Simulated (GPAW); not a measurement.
# PtSe2 (Sudovikovite) (P-3m1) in GPAW: a series of runs

One crystal, PtSe2 (Sudovikovite), is run at these levels: vdW-DF2, LDA, SCAN, BEEF-vdW; tasks: equation of state, band structure.

All numbers are computed with GPAW 26.7.0; they aren't measurements. Logs are shortened: lines on timing, memory, paths and dates and some standing lists are left out, and cuts for length are marked. The log counts tension as positive stress, the text compression.

## 1. Starting point

Symmetry: P-3m1, No. 164, trigonal system. Conventional cell: a = 3.724 Å, b = 3.724 Å, c = 5.062 Å, α = 90.00°, β = 90.00°, γ = 120.00°. Pt (site symmetry -3m) is surrounded by 6 Se at 2.49 Å. Se (site symmetry 3m) is surrounded by 3 Pt at 2.49 Å.

## 2. Equation of state, vdW-DF2

File run.py:

```python
from ase.eos import EquationOfState
from ase.io import Trajectory, read
from ase.units import GPa
from gpaw import GPAW, PW

atoms = read('POSCAR')

traj = Trajectory('eos.traj', 'w')
volumes, energies = [], []
for x in [0.94, 0.96, 0.98, 1.0, 1.02, 1.04, 1.06]:
    a = atoms.copy()
    a.set_cell(atoms.cell * x**(1 / 3), scale_atoms=True)
    calc = GPAW(mode=PW(600),
                xc={'name': 'vdW-DF2', 'backend': 'libvdwxc'},
                kpts={'size': (6, 6, 4), 'gamma': True},
                occupations={'name': 'fermi-dirac', 'width': 0.05},
                nbands=26,
                convergence={'density': 1e-05, 'energy': 1e-05},
                maxiter=150,
                txt=f'eos-{x:.2f}.txt')
    a.calc = calc
    energies.append(a.get_potential_energy(force_consistent=True))
    volumes.append(a.get_volume())
    calc.write(f'eos-{x:.2f}.gpw')
    traj.write(a)
    print(f'{x:.2f} {volumes[-1]:10.4f} A^3 {energies[-1]:14.6f} eV', flush=True)

v0, e0, B = EquationOfState(volumes, energies, eos='birchmurnaghan').fit()
print(f'V0 = {v0:.4f} A^3, E0 = {e0:.6f} eV, B0 = {B / GPa:.2f} GPa')
```

File POSCAR:

```
PtSe2
1.0
    3.7240000000      0.0000000000      0.0000000000
   -1.8620000000      3.2250786037      0.0000000000
    0.0000000000      0.0000000000      5.0620000000
Pt Se
1 2
Direct
    0.0000000000      0.0000000000      0.0000000000
    0.6666666667      0.3333333333      0.7500000000
    0.3333333333      0.6666666667      0.2500000000
```

Potentials or basis: GPAW PAW data sets (gpaw-data 1.2.1), pw.

Started as:

```
OMP_NUM_THREADS=1 python run.py
```

The program printed:

```text
__  _  _
 | _ |_)|_||  |
 |__||  | ||/\| - 26.7.0

Input parameters:
  mode=PW(ecut=600.0),
  convergence={'density': 1e-05, 'energy': 1e-05},
  kpts=MonkhorstPack(size=(6, 6, 4), gamma=True),
  maxiter=150,
  nbands=26,
  occupations=Occupations(name='fermi-dirac', width=0.05),
  xc=XC(name='vdW-DF2', backend='libvdwxc')

Diagonalizing LCAO Hamiltonian
Converting LCAO to pw mode

            Se

        Se

       Pt

Atoms  # Å, Bohr magnetons
|   | symbol |         x |        y |        z |    initial magnetic moments |
|---|--------|-----------|----------|----------|-----------------------------|
| 0 |     Pt |  0.000000 | 0.000000 | 0.000000 | ( 0.0000,  0.0000,  0.0000) |
| 1 |     Se |  1.823989 | 1.053081 | 3.718999 | ( 0.0000,  0.0000,  0.0000) |
| 2 |     Se | -0.000000 | 2.106161 | 1.239666 | ( 0.0000,  0.0000,  0.0000) |

Unit cell  # Å
| periodic |         x |        y |        z |  lengths |     angles |
|----------|-----------|----------|----------|----------|------------|
|      yes |  3.647979 | 0.000000 | 0.000000 | 3.647979 |  90.000000 |
|      yes | -1.823989 | 3.159242 | 0.000000 | 3.647979 |  90.000000 |
|      yes |  0.000000 | 0.000000 | 4.958665 | 4.958665 | 120.000000 |

Number of symmetries: 12
Symmetry operations  # r_c * U_cc + t_c -> r_c
|    | kind |            matrix            |
|----|------|------------------------------|
|  0 |  σ   |  1, 1, 0,  0,-1, 0,  0, 0, 1 |
|  1 |  S6  |  1, 1, 0, -1, 0, 0,  0, 0,-1 |
|  2 |  E   |  1, 0, 0,  0, 1, 0,  0, 0, 1 |
|  3 |  C2  |  1, 0, 0, -1,-1, 0,  0, 0,-1 |
|  4 |  C2  |  0, 1, 0,  1, 0, 0,  0, 0,-1 |
|  5 |  C3  |  0, 1, 0, -1,-1, 0,  0, 0, 1 |
|  6 |  S6  |  0,-1, 0,  1, 1, 0,  0, 0,-1 |
|  7 |  σ   |  0,-1, 0, -1, 0, 0,  0, 0, 1 |
|  8 |  σ   | -1, 0, 0,  1, 1, 0,  0, 0, 1 |
|  9 |  i   | -1, 0, 0,  0,-1, 0,  0, 0,-1 |
| 10 |  C3  | -1,-1, 0,  1, 0, 0,  0, 0, 1 |
| 11 |  C2  | -1,-1, 0,  0, 1, 0,  0, 0,-1 |

BZ-sampling:
  Number of BZ points: 144
  Number of IBZ points: 24

  Monkhorst-Pack size: [6, 6, 4]
  Monkhorst-Pack shift: [0.08333333333333333, 0.08333333333333333, 0.125]

K-points  # in reciprocal-cell coordinates
|     |                                coordinates |     weight |
|-----|--------------------------------------------|------------|
|   0 | (  0.00000000,   0.00000000,   0.00000000) | 0.00694444 |
|   1 | (  0.00000000,   0.00000000,   0.25000000) | 0.01388889 |
|   2 | (  0.00000000,   0.00000000,   0.50000000) | 0.00694444 |
|   3 | (  0.16666667,   0.00000000,  -0.25000000) | 0.04166667 |
|   4 | (  0.16666667,   0.00000000,   0.00000000) | 0.04166667 |
|   5 | (  0.16666667,   0.00000000,   0.25000000) | 0.04166667 |
|   6 | (  0.16666667,   0.00000000,   0.50000000) | 0.04166667 |
|   7 | (  0.33333333,  -0.16666667,   0.00000000) | 0.04166667 |
|   8 | (  0.33333333,  -0.16666667,   0.25000000) | 0.08333333 |
|   9 | (  0.33333333,  -0.16666667,   0.50000000) | 0.04166667 |
| ... |                                            |            |
|  23 | (  0.50000000,   0.50000000,   0.50000000) | 0.02083333 |

Plane wave coefficients: 1928
Cutoff: 600.0 eV

Spin-components: 1 (collinear spins)
Bands:           26
Projectors:      16
Spin-degeneracy: 2
Datatype:        complex128

Parallelization:
  kpt:    1
  domain: 1
  band:   1

Density:
  Valence electrons: 28.0
  Components: 1
  Grid points: [21 21 30]
  Charge: 0.0  # |e|

Potential:
  Grid points: [21 21 30]

species:
  Pt:
    name:    Platinum
    Z:       78.0
    valence: 16
    core:    62
    charge:  0.0  # [|e|]
    compensation charges:
      type: gauss
      rc: 0.41  # [Å]
      lmax: 2
    cutoffs:
      filter: 2.26  # [Å]
      core: 2.26  # [Å]
    projectors
    | kind |    occ | energy [eV] | rcut [Å] |
    |------|--------|-------------|----------|
    |   6s |  1.000 |      -5.628 |    1.307 |
    |   5p |  6.000 |     -56.051 |    1.371 |
    |   6p |  0.000 |      -0.845 |    1.371 |
    |   5d |  9.000 |      -6.153 |    1.307 |
    |    s |        |      21.583 |    1.307 |
    |    d |        |      21.058 |    1.307 |

    Using partial waves for Pt as LCAO basis

  Se:
    name:    Selenium
    Z:       34.0
    valence: 6
    core:    28
    charge:  0.0  # [|e|]
    compensation charges:
      type: gauss
      rc: 0.27  # [Å]
      lmax: 2
    cutoffs:
      filter: 1.77  # [Å]
      core: 2.67  # [Å]
    projectors
    | kind |    occ | energy [eV] | rcut [Å] |
    |------|--------|-------------|----------|
    |   4s |  2.000 |     -17.277 |    0.847 |
    |   4p |  4.000 |      -6.512 |    1.005 |
    |    s |        |       9.935 |    0.847 |
    |    p |        |      20.699 |    1.005 |
    |    d |        |       0.000 |    0.847 |

    Using partial waves for Se as LCAO basis

Reference energy: -632582.427029  # eV

eigensolver:
  PPCG
  Converge bands: occupied
  niter=2

density mixing:
  MSR1-Mixer
  Pratt-step length: 0.05
  Maximum mixing coefficient: 0.75
  Old densities: 10
  SVD Regularization: 0.005
  Good broyden scale: 1.0
  Trust region scale: 1.0
  Backstep threshold: 4.0
  History deletion threshold: 6.0
  Fourier metric: weight=20.0, sigma=0.015

occupation numbers:
  Fermi-Dirac:
    width: 0.0500  # eV

poisson solver:
  ecut: 4800.0  # eV

xc functional:
  name: vdW-DF2 with libvdwxc
  Mode: serial
  Semilocal: GGA_X_RPW86+LDA_C_PW with 2 nearest neighbor stencil
  Local blocksize: 42 x 42 x 60
  PAW datasets: PBE

convergence criteria:
- Maximum integral of absolute [dens]ity change: 1e-05 electrons / valence electron
- Maximum [total energy] change in last 3 cyles: 1e-05 eV / valence electron
- Maximum integral of absolute [eigenst]ate change: 4e-08 eV^2 / valence electron
maximum number of iterations: 150

SCF iterations
|iter     | |      energy | eigst |  dens |
|---------|-|-------------|-------|-------|
|iter:   1| | -323.870260 | +0.20 |       |
|iter:   2| | -323.498889 | -2.01 | -1.12 |
|iter:   3| | -322.824406 | -1.86 | -1.19 |
|iter:   4| | -322.781766 | -3.02 | -1.62 |
|iter:   5| | -322.764726 | -2.93 | -1.85 |
|iter:   6| | -322.765177 | -4.64 | -2.55 |
|iter:   7| | -322.765354 | -5.06 | -3.00 |
|iter:   8| | -322.765358c| -6.88 | -3.87 |
|iter:   9| | -322.765359c| -7.56c| -4.31 |
|iter:  10| | -322.765359c| -7.92c| -5.16c|

Converged in 10 steps
Energy contributions relative to reference atoms: (reference = -632582.427029)

Energy contributions:
  Kinetic:          58.998654
  Coulomb:         -54.709555
  Zero:             -0.430862
  External:          0.000000
  Xc:             -326.619914
  Entropy:          -0.007365
  Spinorbit:         0.000000
  ----------------------------
  Free energy:    -322.769042
  Extrapolated:   -322.765359

dipole moment: (-6.260303, -10.843163, -17.019148)  # |e|*Ang

Fermi level: 9.545
Eigenvalues  # (at kpt = [0.000, 0.000, 0.000])
| band index |      eig [eV] | occ [0-2] |
|------------|---------------|-----------|
|          0 |       -44.711 |     2.000 |
|        ... |               |           |
|          5 |         1.900 |     2.000 |
|          6 |         2.613 |     2.000 |
|          7 |         2.613 |     2.000 |
|          8 |         5.136 |     2.000 |
|          9 |         5.136 |     2.000 |
|         10 |         6.763 |     2.000 |
|         11 |         8.388 |     2.000 |
|         12 |         8.388 |     2.000 |
|         13 |         9.907 |     0.001 |
|         14 |        11.056 |     0.000 |
|         15 |        11.056 |     0.000 |
|         16 |        13.338 |     0.000 |
|         17 |        14.315 |     0.000 |
|         18 |        17.074 |     0.000 |
|         19 |        17.074 |     0.000 |
|         20 |        21.996 |     0.000 |
|        ... |               |           |
|         25 |        22.724 |     0.000 |

No gap
No difference between direct/indirect transitions
# Writing to eos-0.94.gpw (mode='')
```

Run time: 3.3 min. Hardware: 1 thread of Arm Neoverse V1, shared host; peak memory 0.34 GiB.

Results:

```yaml
Equilibrium_volume: outside the volumes run
```

Energy against volume, from the lowest point:
```tsv
volume (Å³/atom)	energy (meV/atom)
19.049	311.98
19.455	236.53
19.860	171.80
20.265	116.48
20.671	70.07
21.076	31.51
21.481	0.00
```

Caveat: the PAW data sets were made with another functional, which shifts forces and pressure a little.

## 3. Band structure, LDA

File run.py:

```python
from ase import Atoms
from ase.dft.bandgap import bandgap
from ase.io import write
from ase.units import GPa
from gpaw import GPAW, PW, setup_paths

setup_paths.insert(0, '.')

atoms = Atoms(['Pt', 'Se', 'Se'],
              cell=[[3.724, 0.0, 0.0],
                    [-1.862, 3.2250786037, 0.0],
                    [0.0, 0.0, 5.062]],
              scaled_positions=[[0.0, 0.0, 0.0],
                                [0.6666666667, 0.3333333333, 0.75],
                                [0.3333333333, 0.6666666667, 0.25]],
              pbc=True)

calc = GPAW(mode=PW(600),
            xc='LDA',
            kpts={'size': (6, 6, 4), 'gamma': True},
            occupations={'name': 'fermi-dirac', 'width': 0.05},
            setups={'Pt': 'jth', 'Se': 'jth'},
            nbands=-12,
            convergence={'density': 1e-05, 'energy': 1e-05},
            maxiter=150,
            txt='gpaw.txt')
atoms.calc = calc
energy = atoms.get_potential_energy()
forces = atoms.get_forces()
stress = atoms.get_stress()
calc.write('gs.gpw')
write('result.traj', atoms)
print(f'Energy: {energy:.6f} eV')
print('Forces (eV/A):')
print(forces.round(4))
print('Stress (GPa):', (stress / GPa).round(3))
print('Fermi level:', round(calc.get_fermi_level(), 4), 'eV')
print(f'Gap: {bandgap(calc)[0]:.4f} eV, direct: {bandgap(calc, direct=True)[0]:.4f} eV')

path = atoms.cell.bandpath('GMKGALHA,LM,KH', npoints=60, eps=1e-4)
bs_calc = calc.fixed_density(kpts=path, symmetry='off', nbands=-24,
                             convergence={'bands': 'CBM+6.0', 'eigenstates': 1e-6}, txt='bands.txt')
bs = bs_calc.band_structure()
bs.write('bs.json')
print(f'Gap on the path: {bandgap(bs_calc)[0]:.4f} eV')
```

Potentials or basis: JTH PAW 2.0, LDA, pw.

Started as:

```
OMP_NUM_THREADS=1 python run.py
```

gpaw.txt:

```text
__  _  _
 | _ |_)|_||  |
 |__||  | ||/\| - 26.7.0

Input parameters:
  mode=PW(ecut=600.0),
  convergence={'density': 1e-05, 'energy': 1e-05},
  kpts=MonkhorstPack(size=(6, 6, 4), gamma=True),
  maxiter=150,
  nbands=-12,
  occupations=Occupations(name='fermi-dirac', width=0.05),
  setups={'Pt': 'jth', 'Se': 'jth'},
  xc=XC(name='LDA')

Diagonalizing LCAO Hamiltonian
Converting LCAO to pw mode

            Se

        Se

       Pt

Atoms  # Å, Bohr magnetons
|   | symbol |         x |        y |        z |    initial magnetic moments |
|---|--------|-----------|----------|----------|-----------------------------|
| 0 |     Pt |  0.000000 | 0.000000 | 0.000000 | ( 0.0000,  0.0000,  0.0000) |
| 1 |     Se |  1.862000 | 1.075026 | 3.796500 | ( 0.0000,  0.0000,  0.0000) |
| 2 |     Se | -0.000000 | 2.150052 | 1.265500 | ( 0.0000,  0.0000,  0.0000) |

Unit cell  # Å
| periodic |         x |        y |        z |  lengths |     angles |
|----------|-----------|----------|----------|----------|------------|
|      yes |  3.724000 | 0.000000 | 0.000000 | 3.724000 |  90.000000 |
|      yes | -1.862000 | 3.225079 | 0.000000 | 3.724000 |  90.000000 |
|      yes |  0.000000 | 0.000000 | 5.062000 | 5.062000 | 120.000000 |

Number of symmetries: 12
Symmetry operations  # r_c * U_cc + t_c -> r_c
|    | kind |            matrix            |
|----|------|------------------------------|
|  0 |  σ   |  1, 1, 0,  0,-1, 0,  0, 0, 1 |
|  1 |  S6  |  1, 1, 0, -1, 0, 0,  0, 0,-1 |
|  2 |  E   |  1, 0, 0,  0, 1, 0,  0, 0, 1 |
|  3 |  C2  |  1, 0, 0, -1,-1, 0,  0, 0,-1 |
|  4 |  C2  |  0, 1, 0,  1, 0, 0,  0, 0,-1 |
|  5 |  C3  |  0, 1, 0, -1,-1, 0,  0, 0, 1 |
|  6 |  S6  |  0,-1, 0,  1, 1, 0,  0, 0,-1 |
|  7 |  σ   |  0,-1, 0, -1, 0, 0,  0, 0, 1 |
|  8 |  σ   | -1, 0, 0,  1, 1, 0,  0, 0, 1 |
|  9 |  i   | -1, 0, 0,  0,-1, 0,  0, 0,-1 |
| 10 |  C3  | -1,-1, 0,  1, 0, 0,  0, 0, 1 |
| 11 |  C2  | -1,-1, 0,  0, 1, 0,  0, 0,-1 |

BZ-sampling:
  Number of BZ points: 144
  Number of IBZ points: 24

  Monkhorst-Pack size: [6, 6, 4]
  Monkhorst-Pack shift: [0.08333333333333333, 0.08333333333333333, 0.125]

K-points  # in reciprocal-cell coordinates
|     |                                coordinates |     weight |
|-----|--------------------------------------------|------------|
|   0 | (  0.00000000,   0.00000000,   0.00000000) | 0.00694444 |
|   1 | (  0.00000000,   0.00000000,   0.25000000) | 0.01388889 |
|   2 | (  0.00000000,   0.00000000,   0.50000000) | 0.00694444 |
|   3 | (  0.16666667,   0.00000000,  -0.25000000) | 0.04166667 |
|   4 | (  0.16666667,   0.00000000,   0.00000000) | 0.04166667 |
|   5 | (  0.16666667,   0.00000000,   0.25000000) | 0.04166667 |
[... 70 lines left out ...]
    | kind |    occ | energy [eV] | rcut [Å] |
    |------|--------|-------------|----------|
    |   4s |  2.000 |     -17.483 |    1.170 |
    |    s |        |      20.409 |    1.170 |
    |   4p |  4.000 |      -6.655 |    1.008 |
    |    p |        |      40.817 |    1.008 |

    Using partial waves for Se as LCAO basis

Reference energy: -632850.203849  # eV

eigensolver:
  PPCG
  Converge bands: occupied
  niter=2

density mixing:
  MSR1-Mixer
  Pratt-step length: 0.05
  Maximum mixing coefficient: 0.75
  Old densities: 10
  SVD Regularization: 0.005
  Good broyden scale: 1.0
  Trust region scale: 1.0
  Backstep threshold: 4.0
  History deletion threshold: 6.0
  Fourier metric: weight=20.0, sigma=0.015

occupation numbers:
  Fermi-Dirac:
    width: 0.0500  # eV

poisson solver:
  ecut: 4800.0  # eV

xc functional:
  name: None

convergence criteria:
- Maximum integral of absolute [dens]ity change: 1e-05 electrons / valence electron
- Maximum [total energy] change in last 3 cyles: 1e-05 eV / valence electron
- Maximum integral of absolute [eigenst]ate change: 4e-08 eV^2 / valence electron
maximum number of iterations: 150

SCF iterations
|iter     | |      energy | eigst |  dens |
|---------|-|-------------|-------|-------|
|iter:   1| |  -17.269299 | -0.05 |       |
|iter:   2| |  -17.173823 | -1.06 | -1.06 |
|iter:   3| |  -16.754681 | -1.48 | -1.11 |
|iter:   4| |  -16.725750 | -2.58 | -1.54 |
|iter:   5| |  -16.702844 | -3.50 | -1.72 |
|iter:   6| |  -16.702298 | -3.82 | -2.61 |
|iter:   7| |  -16.702241 | -5.26 | -3.00 |
|iter:   8| |  -16.702244c| -5.63 | -3.67 |
|iter:   9| |  -16.702244c| -6.93 | -4.16 |
|iter:  10| |  -16.702244c| -7.58c| -4.66 |
|iter:  11| |  -16.702244c| -8.32c| -5.22c|

Converged in 11 steps
Energy contributions relative to reference atoms: (reference = -632850.203849)

Energy contributions:
  Kinetic:          -0.022486
  Coulomb:          -2.276005
  Zero:              0.610047
  External:          0.000000
  Xc:              -15.009813
  Entropy:          -0.007973
  Spinorbit:         0.000000
  ----------------------------
  Free energy:     -16.706230
  Extrapolated:    -16.702244

dipole moment: (-7.071775, -12.248673, -19.225201)  # |e|*Ang

Fermi level: 6.063
Eigenvalues  # (at kpt = [0.000, 0.000, 0.000])
| band index |      eig [eV] | occ [0-2] |
|------------|---------------|-----------|
|          0 |        -9.673 |     2.000 |
|        ... |               |           |
|          2 |        -1.123 |     2.000 |
|          3 |        -0.401 |     2.000 |
|          4 |        -0.401 |     2.000 |
|          5 |         2.086 |     2.000 |
|          6 |         2.087 |     2.000 |
|          7 |         3.528 |     2.000 |
[... 8 lines left out ...]
|         16 |        13.399 |     0.000 |
|         17 |        17.932 |     0.000 |
|        ... |               |           |
|         22 |        18.888 |     0.000 |

No gap
No difference between direct/indirect transitions

Forces  # eV/Ang
|        x |        y |        z |
|----------|----------|----------|
|  0.00000 |  0.00000 |  0.00000 |  # Pt   0
| -0.00000 |  0.00000 | -0.24225 |  # Se   1
|  0.00000 | -0.00000 |  0.24225 |  # Se   2

Stress tensor  # eV/Ang^3
|         x |         y |        z |
|-----------|-----------|----------|
| -0.001449 | -0.000000 | 0.000000 |
| -0.000000 | -0.001449 | 0.000000 |
|  0.000000 |  0.000000 | 0.006179 |

# Writing to gs.gpw (mode='')
```

stdout:

```text
Energy: -16.702244 eV
Forces (eV/A):
[[ 0.      0.      0.    ]
 [-0.      0.     -0.2423]
 [ 0.     -0.      0.2423]]
Stress (GPa): [-0.232 -0.232  0.99   0.     0.    -0.   ]
Fermi level: 6.0632 eV
Gap: 0.0000 eV, direct: 0.0000 eV
Gap on the path: 0.0000 eV
```

It took 89 s on 1 thread of Arm Neoverse V1, shared host; peak memory 0.29 GiB.

What came out:

```yaml
Free_energy: -16.7062 eV
Pressure: -0.2 GPa
Largest_force: 0.242 eV/Å
Band_gap_along_the_path: none (metal or under the smearing width)
```

Forces in eV/Å, atoms in the order of the input:
```
Pt   0.000  0.000  0.000
Se   0.000  0.000 -0.242
Se   0.000  0.000  0.242
```

Stress tensor (GPa, compression positive):
```
 0.23  0.00  0.00
 0.00  0.23  0.00
 0.00  0.00 -0.99
```

Levels at the corners of the path, in eV from the Fermi level:
| point | band 7 | band 8 | band 9 | band 10 | band 11 | band 12 | band 13 | band 14 | band 15 |
| --- | --- | --- | --- | --- | --- | --- | --- | --- | --- |
| Γ | -3.98 | -2.54 | -1.03 | -1.03 | 0.44 | 1.46 | 1.46 | 3.55 | 4.01 |
| M | -3.70 | -3.52 | -3.45 | -3.37 | -2.97 | 0.64 | 2.36 | 4.75 | 5.81 |
| K | -4.73 | -3.73 | -2.66 | -1.80 | -1.80 | -0.01 | 0.00 | 4.02 | 7.60 |
| Γ | -3.98 | -2.54 | -1.03 | -1.03 | 0.44 | 1.46 | 1.46 | 3.55 | 4.01 |
| A | -4.01 | -2.96 | -1.70 | -1.46 | -1.46 | 2.31 | 2.31 | 4.78 | 6.22 |
| L | -3.50 | -3.47 | -3.18 | -2.82 | -1.35 | 0.99 | 1.49 | 4.51 | 4.72 |
| H | -4.50 | -4.19 | -3.62 | -2.47 | -2.47 | 2.00 | 2.01 | 6.52 | 7.29 |
| A | -4.01 | -2.96 | -1.70 | -1.46 | -1.46 | 2.31 | 2.31 | 4.78 | 6.22 |
| L | -3.50 | -3.47 | -3.18 | -2.82 | -1.35 | 0.99 | 1.49 | 4.51 | 4.72 |
| M | -3.70 | -3.52 | -3.45 | -3.37 | -2.97 | 0.64 | 2.36 | 4.75 | 5.81 |
| K | -4.73 | -3.73 | -2.66 | -1.80 | -1.80 | -0.01 | 0.00 | 4.02 | 7.60 |
| H | -4.50 | -4.19 | -3.62 | -2.47 | -2.47 | 2.00 | 2.01 | 6.52 | 7.29 |

Caveat: the program truncates these outside data sets; spin-orbit coupling is left out, which moves the levels of the heavy elements.

(Part 1 of 2 ends here.)
